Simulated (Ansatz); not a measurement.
Zone-centre phonons of CaF$_{2}$ at 12 GPa: input and output

Theory: DFT PBEsol, scalar-relativistic, plane waves, PAW (Ansatz 0.2.0).

Launched with:
```bash
ansatz run input.yaml --threads 1 --pin off --max-ram 3072MiB --backend cpu --events-out ev --progress --plain --runs-dir out
```

Input (bare energies are in eV):
```yaml
crystal:
  lattice:
    - [0.0, 2.6140488254, 2.6140488254]
    - [2.6140488254, 0.0, 2.6140488254]
    - [2.6140488254, 2.6140488254, 0.0]
  atoms:
    - { symbol: Ca, position: [0.0, 0.0, 0.0] }
    - { symbol: F, position: [0.25, 0.25, 0.25] }
    - { symbol: F, position: [0.75, 0.75, 0.75] }
basis:
  ecutwfc: 420
kpoints:
  mp_grid: { grid: [8, 8, 8] }
hamiltonian:
  xc: pbesol
scf:
  occupations: { method: fixed }
output:
  eigenvalues: true
phonons:
  method: dfpt
  dielectric: true
  rigid_motions: translations
  eigenvectors: true
```

Results section of the output:
```
--- Phonons (Γ-DFPT): 2 representative perturbations + reference, on 95 of 512 k-points (Σ response iterations 8) ---
  k mesh reduced under 4 symmetry operations, with k and −k counted as one. Each operation leaves every solved perturbation unchanged. A smaller set is not considered because the run solves the response ...
  ASR residual: 2.050e-4 → 0.000e0 eV/Å²; symmetrization residual: 5.995e-7 eV/Å²
  ASR residual per site (eV/Å²): 2.05e-4 4.13e-5 4.13e-5
  Γ frequencies (cm⁻¹): 0.00 0.00 0.00 324.95 324.95 324.95 378.10 378.10 378.10
  ε∞ (high-frequency dielectric tensor):
        2.401687     0.000000    -0.000000
        0.000000     2.401687     0.000000
        0.000000    -0.000000     2.401687
  ε⁰ (static dielectric tensor: ions relaxed, cell fixed):
        6.263083    -0.000000     0.000000
       -0.000000     6.263083    -0.000000
        0.000000    -0.000000     6.263083
  ε⁰ − ε∞ (ionic part):
        3.861396    -0.000000     0.000000
       -0.000000     3.861396    -0.000000
        0.000000    -0.000000     3.861396
  softest optical mode at Γ: 324.95 cm⁻¹; the repairs (sum rule, projections) moved no ω² at Γ by more than (1.21 cm⁻¹)²
  Born effective charges Z* (e; rows j = field, columns β = displacement):
    site 0:
         2.40290    0.00000   -0.00000
         0.00000    2.40290    0.00000
         0.00000   -0.00000    2.40290
    site 1:
        -1.20145   -0.00000    0.00000
        -0.00000   -1.20145   -0.00000
         0.00000    0.00000   -1.20145
    site 2:
        -1.20145    0.00000   -0.00000
        -0.00000   -1.20145   -0.00000
         0.00000    0.00000   -1.20145
  Z* charge neutrality: 1.199e-6 e pre-enforcement
  k-mesh period / interband length: 29.6 Å / 0.85 Å = 34.78 at k = (0.0000, 0.0000, 0.0000), direct gap 8.186 eV — 14 or more, which is no proof of convergence
  optical modes at Γ without the LO–TO term, one row a degenerate level:
      ω (cm⁻¹) modes IR ((D/Å)²/amu)
        324.95      3            20.4886
        378.10      3             0.0000
  optical modes at Γ + LO–TO along q̂ = [1.0000, 0.0000, 0.0000]:
      ω (cm⁻¹) modes IR ((D/Å)²/amu)
        324.95      2            13.6591
        378.10      3             0.0000
        524.75      1             6.8295
  optical modes at Γ + LO–TO along q̂ = [0.0000, 1.0000, 0.0000]:
      ω (cm⁻¹) modes IR ((D/Å)²/amu)
        324.95      2            13.6591
        378.10      3             0.0000
        524.75      1             6.8295
  optical modes at Γ + LO–TO along q̂ = [0.0000, 0.0000, 1.0000]:
      ω (cm⁻¹) modes IR ((D/Å)²/amu)
        324.95      2            13.6591
        378.10      3             0.0000
        524.75      1             6.8295
```

Time: 28 s on 1 thread of AMD EPYC 7R43 64-Core Processor (Zen 3) (shared host), peak memory 0.55 GiB.

The real crystal has changed phase below this pressure.